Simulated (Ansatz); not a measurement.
**SiMo3 (Pm-3n), rigid cleavage**

Theory: DFT PBE, scalar-relativistic, plane waves, PAW in Ansatz. The runs took a 420 eV cutoff, a Γ-centred 8×8×4 mesh and Gaussian smearing (0.15 eV). No spin polarisation. Energies are free energies at this smearing, counted from the undisturbed cell; pressure is positive in compression.

The undisturbed cell (relaxed at this level; it needn't be the usual structure):

```xyz
16
Lattice="0.0000 -4.9065 0.0000 0.0000 0.0000 -4.9065 9.8129 0.0000 0.0000" Properties=species:S:1:pos:R:3 pbc="T T T"
Si    3.0665    0.0000    0.0000
Si    7.9730    0.0000    0.0000
Si    0.6133   -2.4532   -2.4532
Si    5.5198   -2.4532   -2.4532
Mo    9.1996    0.0000   -2.4532
Mo    4.2931    0.0000   -2.4532
Mo    0.6133   -1.2266    0.0000
Mo    5.5198   -1.2266    0.0000
Mo    1.8399    0.0000   -2.4532
Mo    6.7464    0.0000   -2.4532
Mo    0.6133   -3.6798    0.0000
Mo    5.5198   -3.6798    0.0000
Mo    7.9730   -2.4532   -1.2266
Mo    3.0665   -2.4532   -1.2266
Mo    7.9730   -2.4532   -3.6798
Mo    3.0665   -2.4532   -3.6798
```

The cut lies on the cell's a–b face, a (1 0 0) plane (indices in the standard cell, whose axes needn't be the Cartesian ones shown) of area 24.07 Å², between layers 1.23 Å apart. Vector c is lengthened by d along the normal with the atoms' Cartesian places fixed: one unrelaxed cut a cell. The cell is metallic on the mesh throughout.

```csv
d (Å),energy (J/m²),traction dE/dd (GPa)
-0.30,1.09,-85.4
0.00,0.00,0.0
0.25,0.41,28.1
0.50,1.24,36.4
1.00,2.98,30.5
1.50,4.22,19.5
2.00,4.98,11.1
3.00,5.59,2.8
6.00,5.76,0.0
```

Cost: 9 runs of about 30 core-minutes in all, on Oxide Virtual Turin-like Processor (Zen 5) (shared hosts).